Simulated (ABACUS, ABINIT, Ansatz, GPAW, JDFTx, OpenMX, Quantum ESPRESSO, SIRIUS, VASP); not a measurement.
HfO2: 10 runs at one level of theory

```
Hf O
1.0
     0.00000    2.55750    2.55750
     2.55750    0.00000    2.55750
     2.55750    2.55750    0.00000
Hf O
1 2
Cartesian
  0.0000 0.0000 0.0000
  3.8363 3.8363 3.8363
  1.2788 1.2788 1.2788
```

Measurements of this composition are mostly on another form, of space group No. 14.

Alike in all runs: task single point; functional PBE; k mesh 9 × 9 × 9; occupations fermi-dirac, width 0.05 eV; no spin polarisation; no spin-orbit coupling. Pressure is positive in compression and, in plane waves, holds the error of the finite cutoff, which Ansatz's Pulay term estimates and takes out.

| program and potentials | plane-wave cutoff (eV) | notes | pressure (GPa) |
| --- | --- | --- | --- |
| Ansatz, Ansatz PAW (earlier soft set) | 420 | 12.67 valence electrons an atom on average; Pulay term of +0.56 GPa included | -2.39 |
| JDFTx, PseudoDojo-SR-PBE-0.5-standard | 1143 | 8 valence electrons an atom on average | -4.90 |
| ABACUS, PseudoDojo NC SR 0.4.1 PBE standard, plane waves | 1143 | 8 valence electrons an atom on average | -4.90 |
| Ansatz, all-electron LAPW, scalar-relativistic | - | - | -2.46 |
| Quantum ESPRESSO, SSSP 1.3 efficiency PBE | 816 | 8 valence electrons an atom on average | -4.40 |
| VASP, PBE PAW files Hf_pv, O, 520 eV | 520 | 7.33 valence electrons an atom on average | -6.00 |
| SIRIUS, PseudoDojo 0.4.1 PBE standard (scalar relativistic) | 1152 | 8 valence electrons an atom on average | -4.90 |
| OpenMX, OpenMX 2013 PBE set, Hf7.0-s3p2d2f1, O6.0-s2p2d1, grid cutoff 350 Ry | - | atomic basis; 8 valence electrons an atom on average | -6.30 |
| ABINIT, JTH PAW PBE v2.0 | 626 | 8 valence electrons an atom on average | -5.80 |
| GPAW, GPAW PAW data sets (gpaw-data 1.2.1) | 800 | 8 valence electrons an atom on average | -2.83 |

The pressure spans -6.30 (OpenMX, OpenMX 2013 PBE set, Hf7.0-s3p2d2f1, O6.0-s2p2d1, grid cutoff 350 Ry) to -2.39 GPa (Ansatz, Ansatz PAW (earlier soft set)), with all-electron results at -2.46. Rows in atomic bases carry the error of their basis and grid, which can be large.

The functional is the same throughout but for its coding, so the spread measures potentials, basis and numerics; runs on potential files found faulty are left out.

Every run gives a negative pressure, so at this volume the fluorite cell is stretched and PBE would contract it. How strongly depends mainly on the potential: three programs sharing the PseudoDojo family agree at -4.90 GPa, which leaves little room for differences in coding. The electron counts suggest that the Hf 4f shell matters. Only the set with 12.67 valence electrons an atom has room for it, and that set lies close to the all-electron result, while most potentials that freeze 4f give a clearly more negative pressure. This shell is filled but shallow, and a frozen one cannot relax as Hf gives up its 5d and 6s charge to oxygen. GPAW breaks the pattern, coming near the all-electron value with 8 electrons an atom, so a frozen 4f shell need not be harmful if the data set is well built. The VASP value may reflect 5s left in the core as well, or the finite cutoff. Pressure at a single volume does not show whether the fluorite form is stable against distortion of the oxygen sublattice.
